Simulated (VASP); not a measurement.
**ZrN: single point with PBE+D4**

The system is ZrN, a slab with vacuum.

```xyz
6
Lattice="3.2527 0.0000 0.0000 0.0000 3.2527 0.0000 0.0000 0.0000 18.6000" Properties=species:S:1:pos:R:3 pbc="T T T"
Zr    1.6263    1.6263    7.0000
Zr    3.2527    3.2527    9.3000
Zr    1.6263    1.6263   11.6000
N     0.0000    0.0000    7.0000
N     1.6263    1.6263    9.3000
N     3.2527    3.2527   11.6000
```

| Quantity | Value |
| --- | --- |
| Program | VASP 6.6.1 |
| Task | single point |
| Functional | PBE |
| Dispersion | D4 |
| Potentials or basis | VASP PAW PBE potentials, release 64 (Zr_sv, N) |
| Cutoff | 520 eV |
| k mesh | 5 × 5 × 1 |
| Occupations | methfessel-paxton, width 0.1 eV |
| Spin | no spin polarisation |

```yaml
Largest_force: 1.430 eV/Å
Band_gap_on_the_k_mesh: none (metal or under the smearing width)
Dispersion_energy_per_atom: -0.199 eV
```

Forces on the atoms (eV/Å):
```
Zr   0.000  0.000  1.430
Zr   0.000  0.000  0.000
Zr   0.000  0.000 -1.430
N    0.000  0.000 -0.588
N    0.000  0.000  0.000
N    0.000  0.000  0.588
```

Levels at points of the mesh, in eV from the Fermi level:
```csv
k point,band 23,band 24,band 25,band 26,band 27,band 28
"(0.00, 0.00, 0.00)",-2.92,-2.53,-2.53,-2.19,-1.10,-0.50
```

Run time: 75 s on 1 thread of Intel(R) Xeon(R) Platinum 8259CL CPU @ 2.50GHz (Skylake/Cascade Lake), on a shared host, peak memory 0.27 GiB.

Caveat: the k mesh is coarse (spacing up to 0.39 Å⁻¹), so the values aren't converged.
